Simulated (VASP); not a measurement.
# SnS2 in VASP: a series of runs

The runs below take SnS2 through relaxation of cell and atoms, with r2SCAN+rVV10, PBE.

All numbers are computed with VASP 6.6.1; they aren't measurements. Logs are shortened: lines on timing, memory, paths and dates and some standing lists are left out, and cuts for length are marked.

## 1. The slab as given

The cell holds a slab with vacuum, 3 atoms: a = 3.639 Å, b = 3.639 Å, c = 20.934 Å, α = 90.00°, β = 90.00°, γ = 120.00°.

## 2. Relaxation of cell and atoms, r2SCAN+rVV10

File INCAR:

```
SYSTEM = SnS2
ALGO     = Normal         ! electronic algorithm
BPARAM   = 11.95        
CPARAM   = 0.0093       
EDIFF    = 1E-6           ! SCF threshold, eV
EDIFFG   = -0.01          ! ionic threshold
ENCUT    = 600            ! plane-wave cutoff, eV
IBRION   = 2              ! ionic algorithm
ISIF     = 3              ! what is computed and relaxed
ISMEAR   = 0              ! smearing method
IVDW_NL  = 2            
LASPH    = .TRUE.         ! aspherical terms in the spheres
LATTICE_CONSTRAINTS= .TRUE. .TRUE. .FALSE.
LCHARG   = .FALSE.        ! write CHGCAR
LMIXTAU  = .TRUE.       
LREAL    = .FALSE.        ! projectors in reciprocal space
LUSE_VDW = .TRUE.       
LWAVE    = .FALSE.        ! write WAVECAR
METAGGA  = R2SCAN         ! meta-GGA
NELM     = 120            ! most SCF steps
NSW      = 90             ! ionic steps
PREC     = Accurate       ! precision mode
SIGMA    = 0.03           ! smearing width, eV
```

File KPOINTS:

```
k-points
0
G
  12 12 1
  0 0 0
```

File POSCAR:

```
SnS2
1.0
    3.6390000000      0.0000000000      0.0000000000
   -1.8195000000      3.1514664400      0.0000000000
    0.0000000000      0.0000000000     20.9340000000
S Sn
2 1
Direct
    0.6666666700      0.3333333300      0.4299226100
    0.3333333300      0.6666666700      0.5700773900
    0.0000000000      0.0000000000      0.5000000000
```

Potentials or basis: VASP PAW PBE potentials, release 64 (S, Sn_d).

Started as:

```sh
cat potpaw_PBE.64/S/POTCAR potpaw_PBE.64/Sn_d/POTCAR > POTCAR
mpirun -np 1 vasp_std > vasp.out
```

OUTCAR:

```text
SYSTEM = SnS2
   BPARAM = 11.95
   EDIFF = 1E-6
   EDIFFG = -0.01
   ENCUT = 600
   IBRION = 2
   ISIF = 3
   ISMEAR = 0
   IVDW_NL = 2
   LASPH = .TRUE.
   LREAL = .FALSE.
   METAGGA = R2SCAN
   NELM = 120
   NSW = 90
   PREC = Accurate

 ion  position               nearest neighbor table
   1  0.667  0.333  0.430-   3 2.56   3 2.56   3 2.56
   2  0.333  0.667  0.570-   3 2.56   3 2.56   3 2.56
   3  0.000  0.000  0.500-   1 2.56   2 2.56   2 2.56   1 2.56   1 2.56   2 2.56

  LATTYP: Found a hexagonal cell.
 ALAT       =     3.6390000000
 C/A-ratio  =     5.7526793075

  Lattice vectors:

 A1 = (   3.6390000000,   0.0000000000,   0.0000000000)
 A2 = (  -1.8195000000,   3.1514664400,   0.0000000000)
 A3 = (   0.0000000000,   0.0000000000,  20.9340000000)

Analysis of symmetry for initial positions (statically):
=====================================================================
 Subroutine PRICEL returns:
 Original cell was already a primitive cell.

 Routine SETGRP: Setting up the symmetry group for a
 hexagonal supercell.

 Subroutine GETGRP returns: Found 12 space group operations
 (whereof 12 operations were pure point group operations)
 out of a pool of 24 trial point group operations.

The static configuration has the point symmetry D_3d.

Analysis of symmetry for dynamics (positions and initial velocities):
=====================================================================
 Subroutine PRICEL returns:
 Original cell was already a primitive cell.

 Routine SETGRP: Setting up the symmetry group for a
 hexagonal supercell.

 Subroutine GETGRP returns: Found 12 space group operations
 (whereof 12 operations were pure point group operations)
 out of a pool of 24 trial point group operations.

The dynamic configuration has the point symmetry D_3d.

 Subroutine INISYM returns: Found 12 space group operations
 (whereof 12 operations are pure point group operations),
 and found     1 'primitive' translations

----------------------------------------------------------------------------------------

                                     Primitive cell

  volume of cell :     240.0750

  direct lattice vectors                    reciprocal lattice vectors
     3.639000000  0.000000000  0.000000000     0.274800769  0.158656298  0.000000000
    -1.819500000  3.151466440  0.000000000     0.000000000  0.317312597  0.000000000
     0.000000000  0.000000000 20.934000000     0.000000000  0.000000000  0.047769179

[... 71 lines left out ...]
   ISTART =      0    job   : 0-new  1-cont  2-samecut
   ICHARG =      2    charge: 1-file 2-atom 10-const
   ISPIN  =      1    spin polarized calculation?
   LNONCOLLINEAR =      F non collinear calculations
   LSORBIT =      F    spin-orbit coupling
   LASPH  =      T    aspherical Exc in radial PAW
   ENCUT  =  600.0 eV  44.10 Ry    6.64 a.u.   7.27  7.27 41.81*2*pi/ulx,y,z
   NELM   =    120;   NELMIN=  2; NELMDL= -5     # of ELM steps
   EDIFF  = 0.1E-05   stopping-criterion for ELM
   LREAL  =      F    real-space projection
   EDIFFG = -.1E-01   stopping-criterion for IOM
   NSW    =     90    number of steps for IOM
   IBRION =      2    ionic relax: 0-MD 1-quasi-New 2-CG
   NFREE  =      1    steps in history (QN), initial steepest desc. (CG)
   ISIF   =      3    stress and relaxation
   ISYM   =      2    0-nonsym 1-usesym 2-fastsym
   POTIM  = 0.5000    time-step for ionic-motion
   TEBEG  =    0.0;   TEEND  =   0.0 temperature during run
   PSTRESS=    0.0 pullay stress
   NELECT =      26.0000    total number of electrons
   NUPDOWN=      -1.0000    fix difference up-down
   EMIN   =  10.00;   EMAX   =-10.00  energy-range for DOS
   EFERMI =   0.00;   METHOD = LEGACY
   ISMEAR =     0;   SIGMA  =   0.03  broadening in eV -4-tet -1-fermi 0-gaus
   EFERMI_NEDOS =   21; number of points for ismear=-14 and -15
   IALGO  =     38    algorithm
   IMIX   =      4    mixing-type and parameters
     AMIX     =   0.40;   BMIX     =  1.00
     AMIX_MAG =   1.60;   BMIX_MAG =  1.00
  volume/ion in A,a.u.               =      80.03       540.04
  Fermi-wavevector in a.u.,A,eV,Ry     =   0.780340  1.474628  8.284993  0.608930
  Thomas-Fermi vector in A             =   1.883630
   LORBIT       =      0    0 simple, 1 ext, 2 COOP (PROOUT), +10 PAW based schemes
   METAGGA = R2SCAN    functional components
   LHFCALC =     F    Hartree Fock is set to
   AEXX    =    0.0000 exact exchange contribution
   IVDW_NL    =     2    kernel type
   BPARAM     =11.9500
   IVDW    =     0    specifies the selected vdW correction
   LEPSILON=     F    determine dielectric tensor
   LRPA    =     F    only Hartree local field effects (RPA)
 conjugate gradient relaxation of ions
 non-spin polarized calculation
 Gauss-broadening in eV      SIGMA  =   0.03
  energy-cutoff  :      600.00
  volume of cell :      240.08
 maximum number of plane-waves:      8057
 NGX is ok and might be reduce to    30
   NGX = 15   NGY = 15   NGZ = 83

--------------------------------------- Ionic step        1  -------------------------------------------

 number of electron      25.9999997 magnetization

 Free energy of the ion-electron system (eV)
  ---------------------------------------------------
  ext. energy  EPLUGINS =         0.00000000
  ---------------------------------------------------
  free energy    TOTEN  =       -41.41052315 eV

  energy without entropy =      -41.41052315  energy(sigma->0) =      -41.41052315

------------------------ aborting loop because EDIFF is reached ----------------------------------------

  FORCE on cell =-STRESS in cart. coord.  units (eV):
  Direction    XX          YY          ZZ          XY          YZ          ZX
  --------------------------------------------------------------------------------------
  -------------------------------------------------------------------------------------
  Total        0.4276882      0.4276882      0.1779728     -0.0000000     -0.0000000      0.0000000
  in kB        2.8542426      2.8542426      1.1877285     -0.0000000     -0.0000000      0.0000000
  external PRESSURE =       2.2987379 kB  Pullay stress =       0.0000000 kB
[... 172 lines left out ...]
--------------------------------------- Ionic step        6  -------------------------------------------

 number of electron      25.9999996 magnetization

 Free energy of the ion-electron system (eV)
  ---------------------------------------------------
  ext. energy  EPLUGINS =         0.00000000
  ---------------------------------------------------
  free energy    TOTEN  =       -41.41246678 eV

  energy without entropy =      -41.41246678  energy(sigma->0) =      -41.41246678

 E-fermi :  -3.7493     XC(G=0):  -3.1761

 val. band max:       -3.9227574868   @ k =   0.1667   0.0000   0.0000
 cond. band min:      -1.9675472227   @ k =   0.5000   0.0000   0.0000
 fundamental gap:      1.9552102641
 Fermi energy:        -3.7492579923

 k-point     1 :       0.0000    0.0000    0.0000
  band No.  band energies     occupation
      1     -25.3074      2.00000
      2     -25.3074      2.00000
      3     -25.2387      2.00000
      4     -25.2172      2.00000
      5     -25.2172      2.00000
      6     -17.9626      2.00000
[... 399 lines left out ...]
  FREE ENERGIE OF THE ION-ELECTRON SYSTEM (eV)
  ---------------------------------------------------
  free  energy   TOTEN  =       -41.4124667771 eV

  energy  without entropy=      -41.4124667771  energy(sigma->0) =      -41.41246678

 reached required accuracy - stopping structural energy minimisation
```

Wall time 88 min (1 thread of Intel Xeon Platinum 8559C (Emerald Rapids), shared host); peak memory 1 GiB.

Results:

```
Free energy                            : -41.4125 eV
Relaxed volume                         : 80.79 Å³/atom
Relaxed cell                           : a = 3.656 Å, b = 3.656 Å, c = 20.934 Å, α = 90.00°, β = 90.00°, γ = 120.00°
Space group after relaxing (to 0.05 Å) : P-3m1 (No. 164)
Energy gained by relaxing              : 0.6 meV/atom
Ionic steps                            : 6
Band gap on the k mesh                 : 1.96 eV, indirect (least direct gap 2.21 eV)
```

Step by step:
```csv
step,energy change (eV),largest force (eV/Å),pressure (GPa),volume (Å³)
1,0.0000,0.0657,0.23,240.08
2,-0.0011,0.0721,-0.16,243.39
3,-0.0019,0.0194,-0.01,242.09
4,-0.0019,0.0213,-0.02,242.13
5,-0.0019,0.0136,-0.01,242.22
6,-0.0019,0.0017,-0.01,242.37
```

Final structure:
```
S Sn
1.0
     3.65633    0.00000    0.00000
    -1.82816    3.16647    0.00000
     0.00000    0.00000   20.93400
S Sn
2 1
Direct
  0.66667 0.33333 0.42994
  0.33333 0.66667 0.57006
  0.00000 0.00000 0.50000
```

Caveat: the PAW data sets were made with another functional, which shifts forces and pressure a little; spin-orbit coupling is left out, which moves the levels of the heavy elements.

## 3. Relaxation of cell and atoms, r2SCAN+rVV10

This run uses another cell than the first one, of 80.79 Å³/atom, 1.010 times its volume.

INCAR: that of step 2 with these lines changed.

```diff
@@ -4,4 +4,4 @@
 CPARAM   = 0.0093       
-EDIFF    = 1E-6           ! SCF threshold, eV
-EDIFFG   = -0.01          ! ionic threshold
+EDIFF    = 1E-7           ! SCF threshold, eV
+EDIFFG   = -0.005         ! ionic threshold
 ENCUT    = 600            ! plane-wave cutoff, eV
```

KPOINTS is that of step 2.

File POSCAR:

```
SnS2                                    
1.0
    3.6563253326     -0.0000000000      0.0000000000
   -1.8281626663      3.1664706181      0.0000000000
    0.0000000000      0.0000000000     20.9340000000
  S               Sn            
     2     1
Direct
     0.6666666699999979    0.3333333300000021    0.4299384709492911
     0.3333333300000021    0.6666666699999979    0.5700615290507092
     0.0000000000000000    0.0000000000000000    0.5000000000000000
```

Potentials or basis: VASP PAW PBE potentials, release 64 (S, Sn_d).

Started as:

```sh
cat potpaw_PBE.64/S/POTCAR potpaw_PBE.64/Sn_d/POTCAR > POTCAR
mpirun -np 1 vasp_std > vasp.out
```

It took 78 min on 1 thread of Intel Xeon Platinum 8559C (Emerald Rapids), shared host; peak memory 1 GiB.

The run converged. Its results:

| Item | Value |
| --- | --- |
| Free energy | -41.4126 eV |
| Relaxed volume | 80.80 Å³/atom |
| Relaxed cell | a = 3.657 Å, b = 3.657 Å, c = 20.934 Å, α = 90.00°, β = 90.00°, γ = 120.00° |
| Space group after relaxing (to 0.05 Å) | P-3m1 (No. 164) |
| Energy gained by relaxing | 0.1 meV/atom |
| Ionic steps | 4 |
| Band gap on the k mesh | 1.96 eV, indirect (least direct gap 2.21 eV) |

The path:
```tsv
step	energy change (eV)	largest force (eV/Å)	pressure (GPa)	volume (Å³)
1	0.0000	0.0010	0.01	242.37
2	-0.0004	0.0048	-0.02	242.50
3	-0.0004	0.0026	-0.01	242.42
4	-0.0004	0.0020	-0.01	242.39
```

Final structure:
```yaml
crystal:
  lattice:
    - [3.65652, 0.00000, 0.00000]
    - [-1.82826, 3.16664, 0.00000]
    - [0.00000, 0.00000, 20.93400]
  atoms:
    - { symbol: S, position: [0.66667, 0.33333, 0.42994] }
    - { symbol: S, position: [0.33333, 0.66667, 0.57006] }
    - { symbol: Sn, position: [0.00000, 0.00000, 0.50000] }
```

Levels at points of the mesh, in eV from the valence-band top:
| k point | band 10 | band 11 | band 12 | band 13 | band 14 | band 15 | band 16 | band 17 |
| --- | --- | --- | --- | --- | --- | --- | --- | --- |
| (0.00, 0.00, 0.00) | -0.51 | -0.51 | -0.10 | -0.10 | 2.99 | 4.40 | 5.95 | 5.95 |
| (0.50, 0.00, 0.00) | -2.34 | -2.06 | -0.50 | -0.26 | 1.96 | 5.34 | 6.86 | 7.01 |

Caveat: the PAW data sets were made with another functional, which shifts forces and pressure a little; spin-orbit coupling is left out, which moves the levels of the heavy elements.

## 4. Relaxation of cell and atoms, PBE

File INCAR:

```
SYSTEM = SnS2
PREC = Accurate ; ENCUT = 600
EDIFF = 1E-6 ; ISMEAR = 0
SIGMA = 0.03 ; LREAL = .False.
LASPH = .True. ; NELM = 80
ALGO = Normal ; ISIF = 3
LWAVE = .False. ; LCHARG = .False.
GGA = PE ; IBRION = 2
NSW = 90 ; EDIFFG = -0.01
LATTICE_CONSTRAINTS = .TRUE. .TRUE. .FALSE.
```

File KPOINTS:

```
Automatic mesh
0
Gamma
  12 12 1
  0 0 0
```

File POSCAR:

```
SnS2
1.0
    3.6390000000      0.0000000000      0.0000000000
   -1.8195000000      3.1514664400      0.0000000000
    0.0000000000      0.0000000000     20.9340000000
S Sn
2 1
Direct
    0.6666666700      0.3333333300      0.4299226100
    0.3333333300      0.6666666700      0.5700773900
    0.0000000000      0.0000000000      0.5000000000
```

Started as:

```sh
cat potpaw_PBE.64/S/POTCAR potpaw_PBE.64/Sn_d/POTCAR > POTCAR
mpirun -np 1 vasp_std > vasp.out
```

Wall time 3.4 min (1 thread of AMD EPYC 9R45 (Zen 5), shared host); peak memory 0.43 GiB.

It converged, with:

```yaml
Free_energy: -13.2137 eV
Relaxed_volume: 82.70 Å³/atom
Relaxed_cell: a = 3.699 Å, b = 3.699 Å, c = 20.934 Å, α = 90.00°, β = 90.00°, γ = 120.00°
Space_group_after_relaxing_to_0.05_Å: P-3m1 (No. 164)
Energy_gained_by_relaxing: 9.7 meV/atom
Ionic_steps: 3
Band_gap_on_the_k_mesh: 1.57 eV, indirect (least direct gap 1.81 eV)
```

Step by step:
| step | energy change (eV) | largest force (eV/Å) | pressure (GPa) | volume (Å³) |
| --- | --- | --- | --- | --- |
| 1 | 0.0000 | 0.3602 | 0.93 | 240.08 |
| 2 | -0.0221 | 0.1618 | -0.41 | 252.28 |
| 3 | -0.0292 | 0.0014 | 0.00 | 248.10 |

Final structure:
```yaml
crystal:
  lattice:
    - [3.69933, 0.00000, 0.00000]
    - [-1.84966, 3.20371, 0.00000]
    - [0.00000, 0.00000, 20.93400]
  atoms:
    - { symbol: S, position: [0.66667, 0.33333, 0.42937] }
    - { symbol: S, position: [0.33333, 0.66667, 0.57063] }
    - { symbol: Sn, position: [0.00000, 0.00000, 0.50000] }
```

Levels at points of the mesh, in eV from the valence-band top:
| k point | band 9 | band 10 | band 11 | band 12 | band 13 | band 14 | band 15 | band 16 | band 17 |
| --- | --- | --- | --- | --- | --- | --- | --- | --- | --- |
| (0.00, 0.00, 0.00) | -0.75 | -0.47 | -0.47 | -0.10 | -0.10 | 2.34 | 3.81 | 5.42 | 5.42 |
| (0.50, 0.00, 0.00) | -4.17 | -2.17 | -1.93 | -0.44 | -0.23 | 1.57 | 4.80 | 6.42 | 6.44 |

Caveat: spin-orbit coupling is left out, which moves the levels of the heavy elements. Zero-point motion and thermal expansion aren't in these numbers.
